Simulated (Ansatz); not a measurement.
# CdI2: the band gap up the ladder of functionals

One table from this session's results is given with a row withheld; the runs are named, their logs left out.

The runs shown are made with Ansatz 0.2.0. PAW datasets, plane waves. Computed at 0 K without zero-point motion; spin polarisation is off.

## Starting point

The cell was relaxed beforehand with r2SCAN+rVV10.

Space group P-3m1 (No. 164), trigonal; a = 4.248 Å, c = 41.327 Å in the conventional setting, 35.89 Å³ an atom. Near Cd stand 6 I at 2.99–3.00 Å; near Cd stand 6 I at 3.00 Å; near I stand 3 Cd at 3.00 Å.

Structure file:

```
Cd I
1.0
     4.24849    0.00000    0.00000
    -2.12424    3.67930    0.00000
     0.00000    0.00000   41.32746
Cd I
6 12
Direct
  0.33333 0.66667 0.25002
  0.00000 0.00000 0.41670
  0.00000 0.00000 0.08334
  0.00000 0.00000 0.58330
  0.00000 0.00000 0.91666
  0.66667 0.33333 0.74998
  0.66667 0.33333 0.37511
  0.33333 0.66667 0.12493
  0.66667 0.33333 0.87507
  0.33333 0.66667 0.95825
  0.66667 0.33333 0.54172
  0.33333 0.66667 0.45828
  0.33333 0.66667 0.79157
  0.66667 0.33333 0.20843
  0.00000 0.00000 0.70840
  0.33333 0.66667 0.62489
  0.00000 0.00000 0.29160
  0.66667 0.33333 0.04175
```

The first run:

input.yaml

```yaml
crystal:
  lattice:
    - [4.2484898927, 0.0, 0.0]
    - [-2.1242449464, 3.6793001748, 0.0]
    - [0.0, 0.0, 41.3274580292]
  atoms:
    - { symbol: Cd, position: [0.3333333333, 0.6666666667, 0.2500194046] }
    - { symbol: Cd, position: [0.0, 0.0, 0.4166950351] }
    - { symbol: Cd, position: [0.0, 0.0, 0.0833423211] }
    - { symbol: Cd, position: [0.0, 0.0, 0.5833049649] }
    - { symbol: Cd, position: [0.0, 0.0, 0.9166576789] }
    - { symbol: Cd, position: [0.6666666667, 0.3333333333, 0.7499805954] }
    - { symbol: I, position: [0.6666666667, 0.3333333333, 0.3751050847] }
    - { symbol: I, position: [0.3333333333, 0.6666666667, 0.1249315736] }
    - { symbol: I, position: [0.6666666667, 0.3333333333, 0.8750684264] }
    - { symbol: I, position: [0.3333333333, 0.6666666667, 0.9582458579] }
    - { symbol: I, position: [0.6666666667, 0.3333333333, 0.5417230362] }
    - { symbol: I, position: [0.3333333333, 0.6666666667, 0.4582769638] }
    - { symbol: I, position: [0.3333333333, 0.6666666667, 0.7915704823] }
    - { symbol: I, position: [0.6666666667, 0.3333333333, 0.2084295177] }
    - { symbol: I, position: [0.0, 0.0, 0.7083989929] }
    - { symbol: I, position: [0.3333333333, 0.6666666667, 0.6248949153] }
    - { symbol: I, position: [0.0, 0.0, 0.2916010071] }
    - { symbol: I, position: [0.6666666667, 0.3333333333, 0.0417541421] }
kpoints:
  mp_grid: { grid: [12, 12, 1] }
  band_path:
    path:
      - [[0.0, 0.0, 0.0], [0.5, 2.062646307132e-17, 1.302282215289e-17], [0.3333333333333, 0.3333333333333, 8.68188143526e-18], [0.0, 0.0, 0.0], [-6.648059009171e-36, 1.978477011731e-36, 0.5], [0.5, 2.059193873478e-17, 0.5], [0.3333333333333, 0.3333333333333, 0.5], [-6.648059009171e-36, 1.978477011731e-36, 0.5]]
      - [[0.5, 2.059193873478e-17, 0.5], [0.5, 2.062646307132e-17, 1.302282215289e-17]]
      - [[0.3333333333333, 0.3333333333333, 0.5], [0.3333333333333, 0.3333333333333, 8.68188143526e-18]]
    npoints: 10
hamiltonian:
  xc: pbe
scf:
  occupations: { method: fermi_dirac, width: 0.02 }
  n_extra_bands: 8
output:
  forces: true
  stress: true
  eigenvalues: true
```

Steps of the session up to this table: Band structure with PBE; r2SCAN at the same geometry; Single point with HSE06; PBE+SOC; Single point with PBE0.

One table of the session follows, with a row left open; its other results are not shown here.

| level | gap (eV) |
| --- | --- |
| PBE | 2.27 |
| r2SCAN | 2.71 |
| HSE06 | 3.21 |
| PBE+SOC | ? |
| PBE0 | 3.90 |

Q: Estimate the row for PBE+SOC from the others.

The run gave: gap (eV): 1.96. In the column «gap (eV)» it is the lowest.

Meshes: PBE 12×12×1, r2SCAN 12×12×1, HSE06 6×6×1, PBE+SOC 12×12×1, PBE0 6×6×1

What this shows: The gap runs from 1.96 eV (PBE+SOC) to 3.90 eV (PBE0). Against HSE06, PBE is short by 0.94 eV, at 71 % of it, and r2SCAN 84 %. PBE0 lies 0.68 eV above HSE06, which differs from it by screening the long-range exchange.

Caveats from the session: Warnings in the runs' records: stress scf threshold loose, stress exchange threshold loose.
